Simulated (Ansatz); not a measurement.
# Si2Mo: the cost of one run

Program: Ansatz 0.2.0. Level of theory: DFT PBEsol, scalar-relativistic, plane waves, PAW. These are calculated values, not measurements.

1 further run of the same task is left out (set aside as unsound or not needed). Runs told in other sessions of the task aren't counted.

## (1) The starting structure

It takes space group I4/mmm (No. 139, tetragonal). The conventional cell has a = 3.200 Å, b = 3.200 Å, c = 7.861 Å, α = 90.00°, β = 90.00°, γ = 90.00°. Si (site symmetry 4mm) has 5 Si at 2.61 to 2.63 Å and 5 Mo at 2.62 Å in its first shell of neighbours. Mo (site symmetry 4/mmm) is surrounded by 10 Si at 2.62 Å.

As a file:

```xyz
3
Lattice="-1.6000 1.6000 3.9305 1.6000 -1.6000 3.9305 1.6000 1.6000 -3.9305" Properties=species:S:1:pos:R:3 pbc="T T T"
Si    0.0000    0.0000    2.6177
Si    0.0000    0.0000    5.2433
Mo    0.0000    0.0000    0.0000
```

The structure comes from the Crystallography Open Database.

## (6) The grid

The energy is mapped over two normal modes frozen in (zone-centre modes of the cell shown).

The axes are (1) amplitude of mode 4 (278 cm⁻¹), largest displacement: 9 values from −0.154 Å; (2) amplitude of mode 7 (333 cm⁻¹), largest displacement: 9 values from −0.114 Å.

Nothing else is relaxed (the cell and all other modes fixed). Energies count from the relaxed high-symmetry cell. Points are written as (first, second).

Displacement patterns for an amplitude of 1 (Å):

| atom | x1 | y1 | z1 | x2 | y2 | z2 |
| --- | --- | --- | --- | --- | --- | --- |
| Si1 | 1.000 | 0.000 | 0.000 | 1.000 | 0.000 | 0.000 |
| Si2 | 1.000 | 0.000 | 0.000 | -1.000 | 0.000 | 0.000 |
| Mo3 | -0.585 | 0.000 | 0.000 | 0.000 | 0.000 | 0.000 |

(The set-up runs are not shown.)

## (7) The run at (0.000 Å, −0.114 Å)

Contents of input.yaml:

```yaml
crystal:
  lattice:
    - [-1.5951226549, 1.5951226549, 3.9109090651]
    - [1.5951226549, -1.5951226549, 3.9109090651]
    - [1.5951226549, 1.5951226549, -3.9109090651]
  atoms:
    - { symbol: Si, position: [0.3350567058, 0.2993227766, -0.0357339292] }
    - { symbol: Si, position: [0.6649432942, 0.7006772234, 0.0357339292] }
    - { symbol: Mo, position: [0.0, 0.0, 0.0] }
basis:
  ecutwfc: 420
kpoints:
  mp_grid: { grid: [18, 18, 18] }
hamiltonian:
  xc: pbesol
  pseudopotentials: { kind: paw, azcp: { folder: soft_1 } }
scf:
  occupations: { method: gaussian, width: 0.15 }
output:
  forces: true
  stress: true
  eigenvalues: true
```

Launch:

```
$ ansatz run input.yaml --threads 2 --pin off --max-ram 4096MiB --backend cpu --events-out ev --progress --plain --runs-dir out
```

Q: Estimate wall time and peak memory on 2 threads of Arm Neoverse V1, shared host.

About 27 s, with a peak of 0.96 GiB.
